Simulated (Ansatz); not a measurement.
# MgO (Fm-3m) in Ansatz: settings compared

Aim: see how the results for MgO move with the level of theory and the settings. Levels: RPBE, revPBE, BLYP, r2SCAN. Tasks: band structure.

Everything below comes from runs of Ansatz 0.2.0. Logs are shortened: lines on timing, memory, paths and dates and some standing lists are left out, and cuts for length are marked.

**The experiment to reproduce.**

“Electronic structure of alkaline earth and post-transition metal oxides”, 2009, arxiv:0908.1581 quotes, for a bulk crystal of MgO: band gap 7.83 eV.

The results are compared with them further down.

## (1) The crystal as given

It takes space group Fm-3m (No. 225, cubic). Conventional cell: a = 4.194 Å, b = 4.194 Å, c = 4.194 Å, α = 90.00°, β = 90.00°, γ = 90.00°. Mg (site symmetry m-3m) is surrounded by 6 O at 2.10 Å. O (site symmetry m-3m) has 6 Mg at 2.10 Å as nearest neighbours.

The cell is a database's computed one.

## (2) Band structure, RPBE

Contents of input.yaml:

```yaml
crystal:
  lattice:
    - [0.0, 2.0970013927, 2.0970013927]
    - [2.0970013927, 0.0, 2.0970013927]
    - [2.0970013927, 2.0970013927, 0.0]
  atoms:
    - { symbol: Mg, position: [0.0, 0.0, 0.0] }
    - { symbol: O, position: [0.5, 0.5, 0.5] }
hamiltonian:
  xc: rpbe
  pseudopotentials: { kind: paw }
kpoints:
  mp_grid: { grid: [11, 11, 11] }
  band_path:
    path:
      - [[0.0, 0.0, 0.0], [0.5, 0.0, 0.5], [0.5, 0.25, 0.75], [0.375, 0.375, 0.75], [0.0, 0.0, 0.0], [0.5, 0.5, 0.5], [0.625, 0.25, 0.625], [0.5, 0.25, 0.75], [0.5, 0.5, 0.5], [0.375, 0.375, 0.75]]
      - [[0.625, 0.25, 0.625], [0.5, 0.0, 0.5]]
    npoints: 14
scf:
  occupations: { method: fermi_dirac, width: 0.05 }
  n_extra_bands: 6
output:
  forces: true
  stress: true
  eigenvalues: true
  fatbands: false
```

Potentials or basis: Ansatz PAW.

Started as:

```console
$ ansatz run input.yaml --threads 2 --pin off --max-ram 5632MiB --backend cpu --events-out ev --progress --plain --runs-dir out
```

Log:

```text
Warning: RAYON_NUM_THREADS=2 ignored (pool sized by the plan → 2); use --threads N
scf.n_extra_bands = 6 over 8 filled bands (N_el = 16.0): the run solves 14 bands
Engine: ansatz 0.2.0, x86_64-unknown-linux-gnu
Pseudopotentials: kind: paw
Pseudopotential: Mg, paw, valence charge 10, recommended cutoff 420 eV (normal), Mg.paw.azcp
Pseudopotential: O, paw, valence charge 6, recommended cutoff 420 eV (normal), O.paw.azcp
Functional definition: RPBE
  parameter kappa = 0.804
  parameter beta = 0.06672455060314922
  exchange = rpbe_x(kappa = kappa, mu = beta*pi^2/3)
  correlation = pbe_c(beta = beta)
Crystal: 2 atoms, lattice volume = 18.443 Å³
Basis set: ecut = 420 eV, 339 PW (Γ), exchange–correlation on 40×40×40 points (8 copies of the dense FFT grid, shifted against one another)
Bands: 14, of which v1, the nominal top of the filled ones, is band 8 counted from 1 (7 counted from 0)
Symmetry: 48 space group operations
Space group: Fm-3m (ITA 225), of the structure as read, at distance tolerance 2.6e-5 Å
k-points: 56 of 1331
Non-local potential: Mg, projectors of the file, l = 0: 3, l = 1: 2, l = 2: 1
Non-local potential: O, projectors of the file, l = 0: 2, l = 1: 2, l = 2: 1
PAW form: soft (Blöchl's): semilocal exchange-correlation on the pseudo side does not see the compensation charge
PAW frozen core: Mg, regenerated for the run's functional, and the local potential with it (the file was generated under x = pbe(κ = 0.804, μ = 0.2195149727645171), c = pbe(β = 0.06672455060314922))
PAW frozen core: O, regenerated for the run's functional, and the local potential with it (the file was generated under x = pbe(κ = 0.804, μ = 0.2195149727645171), c = pbe(β = 0.06672455060314922))
PAW one-centre angular grid: Mg, 110 points (default); XC on 64 Gauss nodes
PAW one-centre angular grid: O, 110 points (default); XC on 64 Gauss nodes
Initial density: superposition of atomic densities (neutral atoms: chi_scale 0, normalization atom), corrected by the library's trained network
Initial wavefunctions: pseudopotential atomic-orbital guess
Functional: x = rpbe, c = pbe(β = 0.06672455060314922)
SCF iter   1: F=—  HF=-2498.538767 eV  |F-HF|=—  |Δ(HF+E_count)|=         —  Δρ=5.00e-3  dr2=3.47e-3  ethr=1.77e-3  ⟨swp⟩=5.4  Hψ=4304  notcnv=0  defer=17
preconditioner: auto → none  [insulator: Δε(μ)=5.011 eV  Ē_g=21.631 eV  σ=0.050 eV  W_gap=1.00  n_scr=8 (ndim 8)  ℏωp=24.5 eV  f_vac=0.000  D(μ)=0.00/eV (n_scr^D=0)  ε∞_Penn≈2.3]
SCF iter   2: F=—  HF=-2498.537901 eV  |F-HF|=—  |Δ(HF+E_count)|=   8.66e-4  Δρ=1.84e-3  dr2=5.30e-4  ethr=2.17e-5  ⟨swp⟩=2.5  Hψ=1537  notcnv=0  defer=38
SCF iter   3: F=—  HF=-2498.537830 eV  |F-HF|=—  |Δ(HF+E_count)|=   7.05e-5  Δρ=4.31e-4  dr2=2.98e-5  ethr=3.31e-6  ⟨swp⟩=1.9  Hψ=937  notcnv=0  defer=38
SCF iter   4: F=—  HF=-2498.537805 eV  |F-HF|=—  |Δ(HF+E_count)|=   2.53e-5  Δρ=2.23e-5  dr2=2.29e-8  ethr=1.86e-7  ⟨swp⟩=2.4  Hψ=954  notcnv=0  defer=38
iter 5 did not close the SCF: its close was put off for the readings that it lacked (scf_convergence_deferred on its scf_iter line)
SCF iter   5: F=-2498.537805 eV  HF=-2498.537805 eV  |F-HF|=2.07e-9  |Δ(HF+E_count)|=   8.48e-8  Δρ=4.42e-6  dr2=2.94e-9  ethr=1.43e-10  ⟨swp⟩=2.0  Hψ=1150  notcnv=0  defer=38
SCF iter   6: F=-2498.537805 eV  HF=-2498.537805 eV  |F-HF|=2.96e-11  |Δ(HF+E_count)|=  4.04e-10  Δρ=5.37e-7  dr2=1.74e-11  ethr=1.84e-11  ⟨swp⟩=5.0  Hψ=3034  notcnv=0
SCF 1 converged in 6 iterations: F = -2498.537805 eV  dr2 = 1.74e-11
NSCF: frozen V_eff on 142 k-points
SCF converged after 6 iterations
Free energy (F): -2498.537805 eV
Harris-Foulkes:  -2498.537805 eV  (|F-HF|=2.96e-11)
Internal energy: -2498.537805 eV  (E = F + TS)
E sigma→0 (E₀):  -2498.537805 eV
Fermi energy:    11.008468 eV
--- Per-component energies (eV) ---
  E_band       = -287.804621
  E_kinetic    = 256.612173
  E_local      = -1594.606051  (includes V_loc(G=0)·N_el)
  E_nonlocal   = 141.962335
  E_hartree    = 552.224925
  E_xc         = -105.869160
  E_vxc        = -135.299159  (∫ρ·V_xc dr)
  E_paw        = -453.899421  (= ΣΔE_a)
  E_vpaw       = -60.926303  (= ΣTr[D̂ρ^β])
  E_aug_tail   = 0.002492  (compensation charges beyond the density's cutoff)
  E_ewald      = -1294.918655
  E_core_change = -0.046443  (= ΣΔE_core)
  E_smearing   = -0.000000  (= −TS)
  E_closure    = -0.000000  (closes the sum)
  Σ components = -2498.537805   (vs F -2498.537805, Δ=0.00e0)
--- Forces (eV/Å), atoms counted from 1 ---
  atom   1  Mg    -0.00000000     0.00000000    -0.00000000
  atom   2  O      0.00000000     0.00000000     0.00000000
  max |Σ_I F_I| component: 9.86e-30 eV/Å
--- Stress (GPa, compression-positive) ---
       11.951235       0.000000      -0.000000
        0.000000      11.951235      -0.000000
        0.000000      -0.000000      11.951235
  P = ⅓ Tr σ = 11.9512 GPa (119.512 kbar)
--- Band table (eV; the first three rows and the last of 56) ---
  k-point 0: bands = ["-63.9945", "-30.5263", "-30.5263", "-30.5263", "-8.9342", "8.4569", "8.4569", "8.4569", "13.4378", "24.5112", "24.5112", "24.5112", "28.3150", "30.2641"]
  k-point 1: bands = ["-63.9938", "-30.5335", "-30.5270", "-30.5270", "-8.8430", "7.9144", "8.4003", "8.4003", "13.9633", "23.3942", "24.7156", "24.7156", "29.6696", "29.6696"]
  k-point 2: bands = ["-63.9919", "-30.5528", "-30.5289", "-30.5289", "-8.5885", "6.7499", "8.2523", "8.2523", "15.0366", "21.9366", "25.1754", "25.1754", "28.9636", "28.9636"]
  k-point 55: bands = ["-63.9827", "-30.5814", "-30.5781", "-30.5556", "-7.3342", "5.3649", "5.5754", "6.8314", "19.9076", "20.5982", "21.0074", "24.6385", "30.0129", "31.3746"]
```

It took 0.61 s on 2 threads of Intel Xeon 6975P-C (Granite Rapids), shared host; peak memory 0.32 GiB.

Results:

| Property | Result |
| --- | --- |
| Free energy | -2498.5378 eV |
| Pressure | 12.0 GPa |
| Band gap on the k mesh | 4.98 eV, direct |
| Band gap along the path | 4.98 eV, direct |

Levels at the corners of the path, in eV from the valence-band top:
| point | band 5 | band 6 | band 7 | band 8 | band 9 | band 10 | band 11 | band 12 |
| --- | --- | --- | --- | --- | --- | --- | --- | --- |
| Γ | -17.39 | 0.00 | 0.00 | 0.00 | 4.98 | 16.05 | 16.05 | 16.05 |
| X | -15.85 | -4.07 | -1.35 | -1.35 | 9.29 | 10.34 | 13.38 | 19.41 |
| W | -15.78 | -2.95 | -2.95 | -1.77 | 11.87 | 11.87 | 12.55 | 15.89 |
| K | -15.82 | -3.48 | -2.70 | -1.14 | 10.30 | 12.13 | 12.78 | 18.54 |
| Γ | -17.39 | 0.00 | 0.00 | 0.00 | 4.98 | 16.05 | 16.05 | 16.05 |
| L | -16.06 | -4.62 | -0.66 | -0.66 | 8.11 | 12.91 | 16.66 | 16.66 |
| U | -15.82 | -3.48 | -2.70 | -1.14 | 10.30 | 12.13 | 12.78 | 18.54 |
| W | -15.78 | -2.95 | -2.95 | -1.77 | 11.87 | 11.87 | 12.55 | 15.89 |
| L | -16.06 | -4.62 | -0.66 | -0.66 | 8.11 | 12.91 | 16.66 | 16.66 |
| K | -15.82 | -3.48 | -2.70 | -1.14 | 10.30 | 12.13 | 12.78 | 18.54 |
| U | -15.82 | -3.48 | -2.70 | -1.14 | 10.30 | 12.13 | 12.78 | 18.54 |
| X | -15.85 | -4.07 | -1.35 | -1.35 | 9.29 | 10.34 | 13.38 | 19.41 |

Caveat: the pressure holds a Pulay correction of +0.5 GPa for the finite cutoff; the PAW data sets come from PBE, with cores solved anew for the run's functional, which leaves a small shift of forces and pressure.

## (3) Band structure, revPBE

Edit input.yaml of step 2 so:

```diff
@@ -9,3 +9,3 @@
 hamiltonian:
-  xc: rpbe
+  xc: revpbe
   pseudopotentials: { kind: paw }
```

Potentials or basis: Ansatz PAW.

Started as:

```console
$ ansatz run input.yaml --threads 2 --pin off --max-ram 5632MiB --backend cpu --events-out ev --progress --plain --runs-dir out
```

It took 0.62 s on 2 threads of Intel Xeon 6975P-C (Granite Rapids), shared host; peak memory 0.32 GiB.

It converged, with:

```yaml
Free_energy: -2497.3064 eV
Pressure: 10.8 GPa
Band_gap_on_the_k_mesh: 4.96 eV, direct
Band_gap_along_the_path: 4.96 eV, direct
```

Levels at the corners of the path, in eV from the valence-band top:
| point | band 4 | band 5 | band 6 | band 7 | band 8 | band 9 | band 10 | band 11 | band 12 | band 13 |
| --- | --- | --- | --- | --- | --- | --- | --- | --- | --- | --- |
| Γ | -38.97 | -17.37 | 0.00 | 0.00 | 0.00 | 4.96 | 16.02 | 16.02 | 16.02 | 19.83 |
| X | -39.00 | -15.82 | -4.08 | -1.35 | -1.35 | 9.26 | 10.30 | 13.34 | 19.36 | 19.36 |
| W | -39.01 | -15.75 | -2.95 | -2.95 | -1.77 | 11.84 | 11.84 | 12.51 | 15.85 | 22.30 |
| K | -39.00 | -15.79 | -3.49 | -2.71 | -1.15 | 10.27 | 12.09 | 12.75 | 18.50 | 18.62 |
| Γ | -38.97 | -17.37 | 0.00 | 0.00 | 0.00 | 4.96 | 16.02 | 16.02 | 16.02 | 19.83 |
| L | -38.98 | -16.04 | -4.63 | -0.66 | -0.66 | 8.08 | 12.87 | 16.62 | 16.62 | 21.27 |
| U | -39.00 | -15.79 | -3.49 | -2.71 | -1.15 | 10.27 | 12.09 | 12.75 | 18.50 | 18.62 |
| W | -39.01 | -15.75 | -2.95 | -2.95 | -1.77 | 11.84 | 11.84 | 12.51 | 15.85 | 22.30 |
| L | -38.98 | -16.04 | -4.63 | -0.66 | -0.66 | 8.08 | 12.87 | 16.62 | 16.62 | 21.27 |
| K | -39.00 | -15.79 | -3.49 | -2.71 | -1.15 | 10.27 | 12.09 | 12.75 | 18.50 | 18.62 |
| U | -39.00 | -15.79 | -3.49 | -2.71 | -1.15 | 10.27 | 12.09 | 12.75 | 18.50 | 18.62 |
| X | -39.00 | -15.82 | -4.08 | -1.35 | -1.35 | 9.26 | 10.30 | 13.34 | 19.36 | 19.36 |

Caveat: the pressure holds a Pulay correction of +0.5 GPa for the finite cutoff; the PAW data sets come from PBE, with cores solved anew for the run's functional, which leaves a small shift of forces and pressure.

[end of part 1 of 2]
